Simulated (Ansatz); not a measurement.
# GaSb (F-43m) in Ansatz: a series of runs

One crystal, GaSb, is run at these levels: LDA; tasks: elastic constants, phonons.

Everything below comes from runs of Ansatz 0.2.0. Logs are shortened: lines on timing, memory, paths and dates and some standing lists are left out, and cuts for length are marked.

**Experimental background.**

A printed reference work, data compilation reports, for a bulk crystal of GaSb at 4.2 K: band gap 0.811 eV (direct).

The results are compared with them further down.

### Step 1. Starting point

Symmetry: F-43m, No. 216, cubic system. The conventional cell has a = 6.118 Å, b = 6.118 Å, c = 6.118 Å, α = 90.00°, β = 90.00°, γ = 90.00°. Sb (site symmetry -43m) has 4 Ga at 2.65 Å as nearest neighbours. Ga (site symmetry -43m) is surrounded by 4 Sb at 2.65 Å.

### Step 2. Elastic constants, LDA

Input file input.yaml:

```yaml
crystal:
  lattice:
    - [0.0, 3.059, 3.059]
    - [3.059, 0.0, 3.059]
    - [3.059, 3.059, 0.0]
  atoms:
    - { symbol: Sb, position: [0.75, 0.75, 0.75] }
    - { symbol: Ga, position: [0.0, 0.0, 0.0] }
kpoints:
  mp_grid: { grid: [6, 6, 6] }
scf:
  occupations: { method: fermi_dirac, width: 0.05 }
hamiltonian:
  xc: lda
  pseudopotentials: { kind: all_electron, lapw: { basis_error: 0.001 } }
output:
  forces: true
  stress: true
elastic:
  mode: relaxed_ion
  stencil: two_point
```

Potentials or basis: all-electron LAPW, scalar-relativistic.

The run is started by

```console
ansatz run input.yaml --threads 1 --pin off --max-ram 3072MiB --backend cpu --events-out ev --progress --plain --runs-dir out
```

Output:

```text
Warning: RAYON_NUM_THREADS=1 ignored (pool sized by the plan → 1); use --threads N
LAPW: plane waves up to 8.881 Å⁻¹, error target 1.0e-3 eV per atom; small_component_spin mean_spin; Ga in spheres of 1.260 Å, 21 of its electrons in bands, Dirac shells []; Sb in spheres of 1.309 Å, 23 of its electrons in bands, Dirac shells [] (how accurate: hamiltonian.pseudopotentials.lapw.basis_error, Limitations)
Engine: ansatz 0.2.0, aarch64-unknown-linux-gnu
Pseudopotentials: kind: all_electron
Pseudopotential: Sb, LAPW, valence charge 23, lapw/all_electron/scalar/gaussian/Sb, Koelling and Harmon's equation, gaussian nucleus
Pseudopotential: Ga, LAPW, valence charge 21, lapw/all_electron/scalar/gaussian/Ga, Koelling and Harmon's equation, gaussian nucleus
Functional definition: SPW92
  exchange = slater_x
  correlation = pw_c
Crystal: 2 atoms, lattice volume = 57.249 Å³
Basis set: ecut = 300.5092991055472 eV, 645 PW (Γ), exchange–correlation at level 2
Bands: 27, of which v1, the nominal top of the filled ones, is band 22 counted from 1 (21 counted from 0)
Symmetry: 24 space group operations
Space group: F-43m (ITA 216), of the structure as read, at distance tolerance 3.9e-5 Å
k-points: 16 of 216 (time reversal used)
Non-local potential: Sb, projectors of the file, none
Non-local potential: Ga, projectors of the file, none
Initial density: superposition of atomic densities (chi_scale 0.1, normalization cell, long waves kept (reshape's long-wave potential 0.00 eV rms))
Initial wavefunctions: plane waves of lowest kinetic energy (no species holds an atomic orbital)
Functional: x = slater, c = lda
iter 1 solved again at ethr=6.84e-4 eV; its pass at ethr=1.00e-1 eV (dr2=3.01e-1 eV) is discarded
SCF iter   1: F=—  HF=-229043.939535 eV  |F-HF|=—  |Δ(HF+E_count)|=         —  Δρ=2.17e-2  dr2=3.04e-1  ethr=6.84e-4  ⟨swp⟩=2.6  Hψ=2786  notcnv=0
preconditioner: auto → none  [insulator: Δε(μ)=0.439 eV  Ē_g=15.118 eV  σ=0.050 eV  W_gap=0.70  n_scr=14 (ndim 8)  ℏωp=20.8 eV  f_vac=0.124  D(μ)=0.13/eV (n_scr^D=0)  ε∞_Penn≈2.9]
SCF iter   2: F=—  HF=-229043.840145 eV  |F-HF|=—  |Δ(HF+E_count)|=   9.94e-2  Δρ=9.36e-3  dr2=5.43e-2  ethr=6.84e-4  ⟨swp⟩=2.0  Hψ=1280  notcnv=0
iter 3 solved again at ethr=1.13e-5 eV; its pass at ethr=1.23e-4 eV (dr2=4.97e-3 eV) is discarded
SCF iter   3: F=—  HF=-229043.829252 eV  |F-HF|=—  |Δ(HF+E_count)|=   1.09e-2  Δρ=2.74e-3  dr2=4.98e-3  ethr=1.13e-5  ⟨swp⟩=2.0  Hψ=2163  notcnv=0
SCF iter   4: F=—  HF=-229043.819036 eV  |F-HF|=—  |Δ(HF+E_count)|=         —  Δρ=4.57e-4  dr2=7.76e-5  ethr=1.13e-5  ⟨swp⟩=2.1  Hψ=1206  notcnv=0
the basis was enlarged: its passes take 52.2 KiB over the memory plan, 1 of 1 planned eigensolver slots
SCF iter   5: F=—  HF=-229043.819011 eV  |F-HF|=—  |Δ(HF+E_count)|=   2.47e-5  Δρ=5.99e-5  dr2=1.55e-6  ethr=1.76e-7  ⟨swp⟩=2.4  Hψ=1212  notcnv=0
SCF iter   6: F=—  HF=-229043.819011 eV  |F-HF|=—  |Δ(HF+E_count)|=   1.92e-7  Δρ=9.24e-6  dr2=3.49e-8  ethr=3.53e-9  ⟨swp⟩=2.2  Hψ=1206  notcnv=0
SCF iter   7: F=—  HF=-229043.819011 eV  |F-HF|=—  |Δ(HF+E_count)|=   1.79e-8  Δρ=1.57e-6  dr2=2.23e-9  ethr=7.93e-11  ⟨swp⟩=2.8  Hψ=1222  notcnv=0
SCF iter   8: F=—  HF=-229043.819011 eV  |F-HF|=—  |Δ(HF+E_count)|=   2.85e-9  Δρ=6.07e-7  dr2=2.49e-10  ethr=5.08e-12  ⟨swp⟩=2.8  Hψ=1228  notcnv=0
SCF iter   9: F=—  HF=-229043.819011 eV  |F-HF|=—  |Δ(HF+E_count)|=  3.78e-10  Δρ=1.66e-7  dr2=1.60e-11  ethr=2.26e-12 (applied; sched 1.00e-12)  ⟨swp⟩=2.0  Hψ=1203  notcnv=0
SCF iter  10: F=—  HF=-229043.819011 eV  |F-HF|=—  |Δ(HF+E_count)|=  1.75e-10  Δρ=2.09e-8  dr2=2.34e-13  ethr=2.26e-12 (applied; sched 1.00e-12)  ⟨swp⟩=2.0  Hψ=1203  notcnv=0
SCF iter  11: F=-229043.819011 eV  HF=-229043.819011 eV  |F-HF|=2.04e-10  |Δ(HF+E_count)|=  8.73e-11  Δρ=1.26e-9  dr2=7.43e-16  ethr=2.26e-12 (applied; sched 1.00e-12)  ⟨swp⟩=2.0  Hψ=1203  notcnv=0
SCF 1 converged in 11 iterations: F = -229043.819011 eV  dr2 = 7.43e-16
Crystal: 2 atoms, lattice volume = 57.135 Å³
Basis set: ecut = 300.91064715884147 eV, 645 PW (Γ), exchange–correlation at level 2
Symmetry: 8 space group operations
k-points: 30 of 216 (time reversal used)
Initial density: handed on by an earlier stage of this run
Initial wavefunctions: plane waves of lowest kinetic energy (no species holds an atomic orbital; no wavefunctions were taken with the density)
iter 1 solved again at ethr=2.92e-8 eV; its pass at ethr=1.00e-1 eV (dr2=1.29e-5 eV) is discarded
SCF iter   1: F=—  HF=-229043.820116 eV  |F-HF|=—  |Δ(HF+E_count)|=         —  Δρ=5.21e-5  dr2=1.55e-6  ethr=2.92e-8  ⟨swp⟩=5.8  Hψ=7257  notcnv=0
preconditioner: auto → none  [insulator: Δε(μ)=0.274 eV  Ē_g=21.812 eV  σ=0.050 eV  W_gap=0.62  n_scr=14 (ndim 8)  ℏωp=26.0 eV  f_vac=0.193  D(μ)=0.13/eV (n_scr^D=0)  ε∞_Penn≈2.4]
SCF iter   2: F=—  HF=-229043.820116 eV  |F-HF|=—  |Δ(HF+E_count)|=   4.47e-8  Δρ=2.47e-5  dr2=2.96e-7  ethr=3.52e-9  ⟨swp⟩=2.0  Hψ=2253  notcnv=0
iter 3 solved again at ethr=1.32e-11 eV; its pass at ethr=6.72e-10 eV (dr2=5.81e-9 eV) is discarded
[... 87 lines left out ...]
SCF iter   7: F=—  HF=-229043.818986 eV  |F-HF|=—  |Δ(HF+E_count)|=  8.73e-11  Δρ=1.05e-8  dr2=1.05e-13  ethr=2.26e-12 (applied; sched 1.00e-12)  ⟨swp⟩=2.0  Hψ=3455  notcnv=0
SCF iter   8: F=-229043.818986 eV  HF=-229043.818986 eV  |F-HF|=1.75e-10  |Δ(HF+E_count)|=  2.33e-10  Δρ=1.67e-9  dr2=8.10e-16  ethr=2.26e-12 (applied; sched 1.00e-12)  ⟨swp⟩=2.0  Hψ=3455  notcnv=0
SCF 9 converged in 8 iterations: F = -229043.818986 eV  dr2 = 8.10e-16
relax step   2: F+E_penalty+E_count = -229043.81898627 eV  Δ(F+E_penalty+E_count) = -1.183e-5 eV  max|allowed force component| = 7.616e-6 eV/Å  Δτ_max = 0.0009 Å  (8 SCF iters, accepted)
iter 1 solved again at ethr=1.00e-12 eV; its pass at ethr=1.00e-1 eV (dr2=8.11e-16 eV) is discarded
SCF iter   1: F=—  HF=-229043.818986 eV  |F-HF|=—  |Δ(HF+E_count)|=         —  Δρ=7.87e-9  dr2=3.89e-14  ethr=2.47e-12 (applied; sched 1.00e-12)  ⟨swp⟩=6.8  Hψ=6058  notcnv=0
SCF iter   2: F=-229043.818986 eV  HF=-229043.818986 eV  |F-HF|=1.75e-10  |Δ(HF+E_count)|=  2.33e-10  Δρ=3.18e-9  dr2=3.65e-15  ethr=2.26e-12 (applied; sched 1.00e-12)  ⟨swp⟩=2.0  Hψ=3455  notcnv=0
SCF 10 converged in 2 iterations: F = -229043.818986 eV  dr2 = 3.65e-15
SCF converged after 11 iterations
Free energy (F): -229043.819011 eV
Harris-Foulkes:  -229043.819011 eV  (|F-HF|=2.04e-10)
Internal energy: -229043.817988 eV  (E = F + TS)
E sigma→0 (E₀):  -229043.818500 eV
Entropy (-TS):   -0.001023 eV (-0.512 meV/atom)
Fermi energy:    9.504439 eV
--- Per-component energies (eV) ---
  E_band       = -1778.051039
  E_kinetic    = 239506.191964
  E_xc         = -6475.537042
  E_electrostatic = -462074.472911  (all electrons and nuclei)
  E_smearing   = -0.001023  (= −TS)
  E_closure    = 0.000000  (closes the sum)
  E_atoms      = -229035.201250  (free atoms, spherical and without spin; not in F)
  Σ components = -229043.819011   (vs F -229043.819011, Δ=0.00e0)
  Basis errors (estimates in eV, not in F): energy 4.3e-4 per atom: plane waves 3.9e-4 (2.3e-4 summed), levels above the bands 2.0e-65, relativity 6.0e-9, radial functions 3.7e-5, core shells 1.2e-7; eigenvalues (radial functions only) 3.3e-7; not estimated: angular momenta, meshes, grids; target (lapw.basis_error) 1.0e-3; muffin-tin radii Ga 1.260 Å, Sb 1.309 Å
--- Forces (eV/Å), atoms counted from 1 ---
  atom   1  Sb    -0.00000000     0.00000000     0.00000000
  atom   2  Ga     0.00000000    -0.00000000     0.00000000
  max |Σ_I F_I| component: 1.56e-17 eV/Å
--- Stress (GPa, compression-positive) ---
       -1.622433       0.000000      -0.000000
        0.000000      -1.622433       0.000000
       -0.000000       0.000000      -1.622433
  P = ⅓ Tr σ = -1.6224 GPa (-16.224 kbar)
--- Band table (eV; the first three rows and the last of 16) ---
  k-point 0: bands = ["-133.9873", "-133.5410", "-87.1137", "-87.1137", "-87.1137", "-84.7614", "-84.7614", "-84.7614", "-19.1829", "-19.1829", "-19.1829", "-19.1618", "-19.1618", "-5.6224", "-5.6224", "-5.6224", "-5.5733", "-5.5733", "-2.0686", "9.2900", "9.4709", "9.4709", "9.4709", "12.2397", "12.2397", "12.2397", "15.0742"]
  k-point 1: bands = ["-133.9873", "-133.5410", "-87.1137", "-87.1137", "-87.1137", "-84.7614", "-84.7614", "-84.7614", "-19.1827", "-19.1821", "-19.1821", "-19.1617", "-19.1617", "-5.6297", "-5.6192", "-5.6192", "-5.5737", "-5.5737", "-1.7877", "6.6960", "9.0698", "9.0698", "10.3643", "12.7793", "12.7793", "13.3388", "16.3534"]
  k-point 2: bands = ["-133.9873", "-133.5410", "-87.1137", "-87.1137", "-87.1137", "-84.7614", "-84.7614", "-84.7614", "-19.1825", "-19.1808", "-19.1808", "-19.1612", "-19.1612", "-5.6439", "-5.6136", "-5.6136", "-5.5739", "-5.5739", "-1.0400", "4.2449", "8.5284", "8.5284", "9.9409", "13.2294", "13.2294", "15.7866", "16.3674"]
  k-point 15: bands = ["-133.9873", "-133.5410", "-87.1137", "-87.1137", "-87.1137", "-84.7614", "-84.7614", "-84.7614", "-19.1838", "-19.1791", "-19.1769", "-19.1627", "-19.1595", "-5.6641", "-5.6021", "-5.5988", "-5.5812", "-5.5728", "0.3918", "2.7187", "6.2831", "6.4570", "11.9711", "12.2329", "15.4972", "15.5294", "19.3037"]
--- Elastic constants: 2 strain directions × 2 members + reference (group order 24) ---
  dense FFT box of the reference and of every strained cell: 30×30×30
  strains applied: 11, 23; error gains: componentwise 1.00 (the most a stress slope's error grows in a printed constant), spectral 1.73 (1 for all six strains in a standard setting)
  C = ∂σ_k/∂η_j (tension-positive GPa; Voigt order 11 22 33 23 13 12):
        76.472     33.038     33.038     -0.000     -0.000     -0.000
        33.038     76.472     33.038     -0.000      0.000     -0.000
        33.038     33.038     76.472     -0.000     -0.000      0.000
         0.000     -0.000     -0.000     35.634      0.000     -0.000
        -0.000     -0.000      0.000     -0.000     35.634     -0.000
         0.000      0.000      0.000      0.000     -0.000     35.634
  reference stress σ⁰ (GPa):      1.622      1.622      1.622     -0.000      0.000     -0.000
  no Pulay correction (none for the plane-wave cutoff is built on LAPW): the batch's stresses and constants are at fixed plane waves
  C* (energy form; C + prestress term) asymmetry max|C*_kj − C*_jk| = 1.421e-14 GPa — a small one proves nothing (zero by symmetry where the batch's group is 432, −43m or m−3m); a large one is finite-difference/SCF noise where every solve meets its electron count
  moduli (Voigt/Reuss/Hill, GPa): K = 47.52/47.52/47.52   G = 30.07/28.36/29.22   E = 72.74   ν = 0.245
  mechanically stable: yes (min eigenvalue of sym C = 35.63 GPa)
  where every solve meets its electron count the energy-path curvature estimates C_jj along a normal strain and C_jj − ¼(σ⁰_aa + σ⁰_bb) along a shear (ab), closely only under elastic.basis: deformed
  strain η (Voigt 11):  stress-route row diagonal C_11 = 76.47 GPa, energy-path curvature d²(F+E_count)/dδ²/Ω₀ = 76.47 GPa
         δ    σ_11 (GPa)             F (eV)   n_scf  n_hpsi   n_pw
    -2.000e-3       1.4692     -229043.8201159       7   22722    700   relax 0 steps, max|allowed force component| 1.39e-17 eV/Å
     2.000e-3       1.7751     -229043.8177971       8   24763    700   relax 0 steps, max|allowed force component| 1.39e-17 eV/Å
  strain η (Voigt 23):  stress-route row diagonal C_44 = 35.63 GPa, energy-path curvature d²(F+E_count)/dδ²/Ω₀ = 34.82 GPa
         δ    σ_23 (GPa)             F (eV)   n_scf  n_hpsi   n_pw
    -2.000e-3      -0.0713     -229043.8189863       2    9731    700   relax 3 steps, max|allowed force component| 2.60e-6 eV/Å
     2.000e-3       0.0713     -229043.8189863       2    9790    700   relax 2 steps, max|allowed force component| 7.62e-6 eV/Å
```

It took 3.4 min on 1 thread of Arm Neoverse V1, shared host; peak memory 0.39 GiB.

Results:

- Free energy: -229043.8190 eV
- Pressure: -1.6 GPa
- Band gap on the k mesh: none (metal or under the smearing width)
- Elastic constants C11, C12, C44: 76, 33, 36 GPa
- Voigt bulk modulus: 48 GPa

Elastic tensor in Voigt notation (GPa, in the Cartesian axes of the cell as first typed):
```
76 33 33  0  0  0
33 76 33  0  0  0
33 33 76  0  0  0
 0  0  0 36  0  0
 0  0  0  0 36  0
 0  0  0  0  0 36
```

Caveat: the k mesh is thin for a metal, which can move the energy by tens of meV per atom; a metal's response needs a denser mesh; elastic constants of metals need much finer meshes, so these are rough; this crystal is a semiconductor, whose small gap the functional closes, so the metal is an error of the method. The run has no spin-orbit coupling, so splittings on Sb are missing.

(Continued in part 2 of 2.)
